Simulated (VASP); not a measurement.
# Mg, self-consistent run: which settings are enough?

Mg, I4/mmm (no. 139), 1 atom in the cell. TPSS; PAW potentials Mg (PBE set). VASP 6.6.1.

Wanted: energy within 0.2 meV/atom; Fermi level within 0.005 eV.

What the run is for: comparing ways to start; Accuracy asked: tight.

POSCAR:
```
Mg
1.0
   -1.8359916300      1.8359916300      1.6794040200
    1.8359916300     -1.8359916300      1.6794040200
    1.8359916300      1.8359916300     -1.6794040200
Mg
1
Direct
    0.0000000000      0.0000000000      0.0000000000
```

## How the run starts (with a second run first, the time holds both)

| How the run starts (with a second run first, the time holds both) | Energy less reference (meV/atom) | Fermi level (eV) | Time (s) |
|---|---|---|---|
| from scratch: 24 SCF iterations | 0.00 | 2.7703 | 91 |
| PBE orbitals (WAVECAR): 8 + 6 SCF iterations | 0.00 | 2.7702 | 37 |
| PBE density (CHGCAR): 8 + 13 SCF iterations | 0.00 | 2.7703 | 68 |
| loose PBE orbitals: 8 + 6 SCF iterations | 0.00 | 2.7702 | 41 |

## Question

For each series: keep the first row unless others stay within the tolerance and take at least 30 % less time, and then take the fastest.

## Answer

- How the run starts (with a second run first, the time holds both): PBE orbitals (WAVECAR): 8 + 6 SCF iterations

## All choices together

| Input | Energy less reference (meV/atom) | Fermi level (eV) | Time (s) |
|---|---|---|---|
| chosen settings | 0.00 | 2.7702 | 37 |
| reference settings throughout | 0.00 | 2.7703 | 91 |

The tolerance is met.

## The input

INCAR.step1:
```
SYSTEM = Mg
ISMEAR = 1
SIGMA = 0.1
LWAVE = .True.
LCHARG = .True.
ISIF = 2
PREC = Accurate
LASPH = .True.
LREAL = .False.
ALGO = Normal
EDIFF = 1E-5
NELM = 120
GGA_COMPAT = .False.
ENCUT = 440
GGA = PE
```

INCAR.step2:
```
SYSTEM = Mg
METAGGA = TPSS
ISMEAR = 1
SIGMA = 0.1
LWAVE = .False.
LCHARG = .False.
ISIF = 2
PREC = Accurate
LASPH = .True.
LREAL = .False.
ALGO = Normal
EDIFF = 1E-6
NELM = 120
GGA_COMPAT = .False.
ENCUT = 440
LMIXTAU = .True.
ISTART = 1
```

KPOINTS:
```
k-points
0
Gamma
  13 13 13
```

Commands (each step's output is kept before the next begins):
```
cat potpaw_PBE.64/Mg/POTCAR > POTCAR
cp INCAR.step1 INCAR
mpirun -np 1 vasp_std > vasp.out
cp INCAR.step2 INCAR
mpirun -np 1 vasp_std > vasp.out
```

The chosen input took VASP 6.6.1 37 s on 1 core (Intel Xeon Platinum 8259CL @ 2.50GHz (Skylake/Cascade Lake)), a shared host.
